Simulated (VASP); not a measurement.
# InAs (F-43m) in VASP: further runs, part 2 of 2

VASP 6.6.1. The steps go on from the part before.

### 3 Single point, BLYP

This run uses another cell than the first one, of 31.48 Å³/atom, 1.102 times its volume.

INCAR

```
PREC     = Accurate       # precision mode
ENCUT    = 520            # plane-wave cutoff, eV
EDIFF    = 1E-7           # SCF threshold, eV
ISMEAR   = -1             # smearing method
SIGMA    = 0.05           # smearing width, eV
LREAL    = F              # projectors in reciprocal space
LASPH    = T              # aspherical terms in the spheres
NELM     = 80             # most SCF steps
ALGO     = Normal         # electronic algorithm
ISIF     = 2              # what is computed and relaxed
LWAVE    = F              # write WAVECAR
LCHARG   = T              # write CHGCAR
GGA      = B5             # functional
ALDAX    = 1.0          
AGGAX    = 1.0          
AGGAC    = 1.0          
ALDAC    = 0.0          
LELF     = T              # ELF
LVHAR    = T            
NBANDS   = 16             # bands
```

KPOINTS

```
Automatic mesh
0
Gamma
  8 8 8
```

POSCAR

```
InAs
1.0
    0.0000000000      3.1576308917      3.1576308917
    3.1576308917      0.0000000000      3.1576308917
    3.1576308917      3.1576308917      0.0000000000
In As
1 1
Direct
    0.0000000000      0.0000000000      0.0000000000
    0.7500000000      0.7500000000      0.7500000000
```

Potentials or basis: VASP PAW PBE potentials, release 64 (In_d, As).

The run is started by

```bash
> cat potpaw_PBE.64/In_d/POTCAR potpaw_PBE.64/As/POTCAR > POTCAR
> mpirun -np 1 vasp_std > vasp.out
```

OUTCAR:

```text
PREC = Accurate
   ENCUT = 520
   EDIFF = 1E-7
   ISMEAR = -1
   LREAL = F
   LASPH = T
   NELM = 80
   ISIF = 2
   GGA = B5

 ion  position               nearest neighbor table
   1  0.000  0.000  0.000-   2 2.73   2 2.73   2 2.73   2 2.73
   2  0.750  0.750  0.750-   1 2.73   1 2.73   1 2.73   1 2.73

  LATTYP: Found a face centered cubic cell.
 ALAT       =     6.3152617834

  Lattice vectors:

[... 189 lines left out ...]
      3     -10.5190      2.00000
      4     -10.4364      2.00000
      5     -10.4364      2.00000
      6      -7.4397      2.00000
[... 433 lines left out ...]
      3     -10.4855      2.00000
      4     -10.4391      2.00000
      5     -10.4315      2.00000
      6      -6.1546      2.00000
[... 8 lines left out ...]
     15      13.8635      0.00000
     16      14.3634      0.00000

 [... further k-points ...]
[... 5 lines left out ...]
  --------------------------------------------------------------------------------------
  -------------------------------------------------------------------------------------
  Total        0.0338510      0.0338510      0.0338510      0.0000000      0.0000000      0.0000000
  in kB        0.8613278      0.8613278      0.8613278      0.0000000      0.0000000      0.0000000
  external PRESSURE =       0.8613278 kB  Pullay stress =       0.0000000 kB

 VOLUME and BASIS-vectors are now :
 -----------------------------------------------------------------------------
  energy-cutoff  :      520.00
  volume of cell :       62.97
      direct lattice vectors                 reciprocal lattice vectors
     0.000000000  3.157630892  3.157630892    -0.158346563  0.158346563  0.158346563
     3.157630892  0.000000000  3.157630892     0.158346563 -0.158346563  0.158346563
     3.157630892  3.157630892  0.000000000     0.158346563  0.158346563 -0.158346563

 POSITION                                       TOTAL-FORCE (eV/Angst)
 -----------------------------------------------------------------------------------
      0.00000      0.00000      0.00000        -0.000000     -0.000000     -0.000000
      4.73645      4.73645      4.73645         0.000000      0.000000      0.000000
 -----------------------------------------------------------------------------------
    total drift:                               -0.000000     -0.000000     -0.000000

  FREE ENERGIE OF THE ION-ELECTRON SYSTEM (eV)
  ---------------------------------------------------
  free  energy   TOTEN  =        -6.5329820867 eV

  energy  without entropy=       -6.5323461809  energy(sigma->0) =       -6.53266413
```

OSZICAR:

```text
N       E                     dE             d eps       ncg     rms          rms(c)
DAV:   1     0.117597811562E+03    0.11760E+03   -0.82540E+03   928   0.118E+03
DAV:   2     0.177125725987E+01   -0.11583E+03   -0.11124E+03   976   0.296E+02
DAV:   3    -0.662232640933E+01   -0.83936E+01   -0.83430E+01  1216   0.784E+01
DAV:   4    -0.684874137635E+01   -0.22641E+00   -0.22631E+00  1136   0.143E+01
DAV:   5    -0.685978117837E+01   -0.11040E-01   -0.11039E-01  1432   0.274E+00    0.378E+00
DAV:   6    -0.655075557813E+01    0.30903E+00   -0.52652E-01  1440   0.110E+01    0.198E+00
DAV:   7    -0.653251441990E+01    0.18241E-01   -0.10972E-01  1200   0.251E+00    0.655E-01
DAV:   8    -0.653254167720E+01   -0.27257E-04   -0.10522E-02  1080   0.111E+00    0.192E-01
DAV:   9    -0.653292730205E+01   -0.38562E-03   -0.11138E-03  1176   0.335E-01    0.136E-01
DAV:  10    -0.653296980993E+01   -0.42508E-04   -0.99103E-05  1328   0.103E-01    0.703E-02
DAV:  11    -0.653297987783E+01   -0.10068E-04   -0.40138E-05  1056   0.874E-02    0.562E-02
DAV:  12    -0.653298208023E+01   -0.22024E-05   -0.52601E-06  1048   0.160E-02    0.721E-03
DAV:  13    -0.653298208671E+01   -0.64822E-08   -0.74980E-07  1256   0.430E-03
   1 F= -.65329821E+01 E0= -.65326641E+01  d E =-.635906E-03
```

stdout:

```text
POSCAR found type information on POSCAR InAs
 POSCAR found :  2 types and       2 ions
 scaLAPACK will be used
 -----------------------------------------------------------------------------
|                                                                             |
|                                                                             |
|     You enforced a specific xc type in the INCAR file but a different       |
|     I HOPE YOU KNOW WHAT YOU ARE DOING!                                     |
|                                                                             |
 -----------------------------------------------------------------------------

 LDA part: xc-table for (Slater(with rela. corr.)+VWN5), standard interpolation
 POSCAR, INCAR and KPOINTS ok, starting setup
 FFT: planning ... GRIDC
 FFT: planning ... GRID_SOFT
 FFT: planning ... GRID
 WAVECAR not read
 entering main loop
```

Wall time 35 s (1 thread of Intel Xeon 6975P-C, shared host); peak memory 0.21 GiB.

Results:

- Free energy: -6.5330 eV
- Pressure: 0.1 GPa
- Band gap on the k mesh: zero (filled and empty bands touch)

Levels at points of the mesh, in eV from the Fermi level:
| k point | band 5 | band 6 | band 7 | band 8 | band 9 | band 10 | band 11 | band 12 | band 13 | band 14 |
| --- | --- | --- | --- | --- | --- | --- | --- | --- | --- | --- |
| (0.00, 0.00, 0.00) | -14.19 | -11.20 | -1.02 | -0.06 | -0.06 | -0.06 | 3.77 | 3.77 | 3.77 | 7.21 |
| (0.50, 0.00, 0.00) | -14.19 | -10.11 | -5.24 | -0.87 | -0.87 | 0.60 | 4.55 | 4.55 | 6.65 | 8.49 |
| (0.50, 0.50, 0.00) | -14.18 | -9.70 | -5.42 | -1.96 | -1.96 | 1.78 | 1.97 | 8.24 | 8.24 | 8.40 |

Caveat: the PAW data sets were made with another functional, which shifts forces and pressure a little; spin-orbit coupling is left out, which moves the levels of the heavy elements.

### 4 Relaxation of cell and atoms, revPBE+D4

This run uses another cell than the first one, of 27.49 Å³/atom, 0.962 times its volume.

INCAR

```
SYSTEM = InAs
PREC     = Accurate       ! precision mode
ENCUT    = 600            ! plane-wave cutoff, eV
EDIFF    = 1E-6           ! SCF threshold, eV
ISMEAR   = -1             ! smearing method
SIGMA    = 0.05           ! smearing width, eV
LREAL    = .FALSE.        ! projectors in reciprocal space
LASPH    = .TRUE.         ! aspherical terms in the spheres
NELM     = 60             ! most SCF steps
ALGO     = Normal         ! electronic algorithm
ISIF     = 3              ! what is computed and relaxed
LWAVE    = .FALSE.        ! write WAVECAR
LCHARG   = .FALSE.        ! write CHGCAR
GGA      = RE             ! functional
IVDW     = 13             ! dispersion correction
IBRION   = 2              ! ionic algorithm
NSW      = 80             ! ionic steps
EDIFFG   = -0.005         ! ionic threshold
```

KPOINTS

```
regular mesh
0
G
  8 8 8
  0 0 0
```

POSCAR

```
InAs
1.0
    0.0000000000      3.0180000000      3.0180000000
    3.0180000000      0.0000000000      3.0180000000
    3.0180000000      3.0180000000      0.0000000000
In As
1 1
Direct
    0.0000000000      0.0000000000      0.0000000000
    0.7500000000      0.7500000000      0.7500000000
```

The run is started by

```bash
> cat potpaw_PBE.64/In_d/POTCAR potpaw_PBE.64/As/POTCAR > POTCAR
> mpirun -np 1 vasp_std > vasp.out
```

It took 51 s on 1 thread of Intel Xeon 6975P-C, shared host; peak memory 0.23 GiB.

The run converged. Its results:

```
Free energy                            : -8.1499 eV
Relaxed volume                         : 28.46 Å³/atom
Relaxed cell                           : a = 4.318 Å, b = 4.318 Å, c = 4.318 Å, α = 60.00°, β = 60.00°, γ = 60.00°
Space group after relaxing (to 0.05 Å) : F-43m (No. 216)
Energy gained by relaxing              : 6.0 meV/atom
Ionic steps                            : 3
Pressure after relaxing                : 0.0 GPa
Band gap on the k mesh                 : zero (filled and empty bands touch)
Dispersion energy per atom             : -0.521 eV
```

Step by step:
```
step  energy change (eV)  largest force (eV/Å)  pressure (GPa)  volume (Å³)
   1              0.0000                0.0000            2.06        54.98
   2             -0.0096                0.0000           -0.84        57.83
   3             -0.0120                0.0000            0.02        56.92
```

Final structure:
```cif
data_structure
_symmetry_space_group_name_H-M 'P 1'
_symmetry_Int_Tables_number 1
_cell_length_a 4.3176
_cell_length_b 4.3176
_cell_length_c 4.3176
_cell_angle_alpha 60.000
_cell_angle_beta 60.000
_cell_angle_gamma 60.000
_cell_volume 56.92
loop_
_atom_site_label
_atom_site_type_symbol
_atom_site_fract_x
_atom_site_fract_y
_atom_site_fract_z
_atom_site_occupancy
In1 In 0.00000 0.00000 0.00000 1
As1 As 0.75000 0.75000 0.75000 1
```

Levels at points of the mesh, in eV from the Fermi level:
| k point | band 7 | band 8 | band 9 | band 10 | band 11 | band 12 |
| --- | --- | --- | --- | --- | --- | --- |
| (0.00, 0.00, 0.00) | -0.30 | -0.05 | -0.05 | -0.05 | 3.88 | 3.88 |
| (0.50, 0.00, 0.00) | -5.63 | -0.99 | -0.99 | 0.92 | 4.64 | 4.64 |
| (0.50, 0.50, 0.00) | -5.73 | -2.26 | -2.26 | 1.63 | 2.07 | 9.05 |

Caveat: the PAW data sets were made with another functional, which shifts forces and pressure a little; spin-orbit coupling is left out, which moves the levels of the heavy elements; pairwise dispersion overbinds metals, which lowers pressure and volume. Zero-point motion and thermal expansion aren't in these numbers.

### 5 Overview

| task | level | cell | cutoff (eV) | gap on the mesh (eV) | pressure (GPa) |
| --- | --- | --- | --- | --- | --- |
| single point | PBE+D3(BJ) | a = 4.323 Å, angles 60.0°, 2 atoms | 520 | none | 0.0 |
| single point | BLYP | a = 4.466 Å, angles 60.0°, 2 atoms | 520 | none | 0.1 |
| relaxation of cell and atoms | revPBE+D4 | relaxed from a = 4.268 Å, angles 60.0°, 2 atoms | 600 | none | 0.0 |

Alike in all rows: potentials or basis VASP PAW PBE potentials, release 64 (In_d, As); no spin polarisation; k mesh 8 × 8 × 8; smearing fermi-dirac 0.05 eV.

Caveats: spin-orbit coupling is left out, which moves the levels of the heavy elements; pairwise dispersion overbinds metals, which lowers pressure and volume (some runs); the PAW data sets were made with another functional, which shifts forces and pressure a little (some runs).

Absolute energies hang on the potentials; compare differences alone.

### 6 How close it comes

Step 2. A measured gap of InAs is 0.418 eV (direct; 4.2 K; a printed reference work, data compilation); the calculated 0.00 eV misses it by -0.42 eV. Spin-orbit coupling on As, In is left out. The value is that of PBE+D3(BJ) on a finite k mesh, which can miss the band edges, without temperature or zero-point motion. Semilocal functionals fall short of measured gaps as a rule.

Step 3. Measured gap of InAs: 0.418 eV (direct; 4.2 K; a printed reference work, data compilation). This calculation gives 0.00 eV (-0.42 eV). Spin-orbit coupling on As, In is left out. The value is that of BLYP on a finite k mesh, which can miss the band edges, without temperature or zero-point motion. Semilocal functionals fall short of measured gaps as a rule.
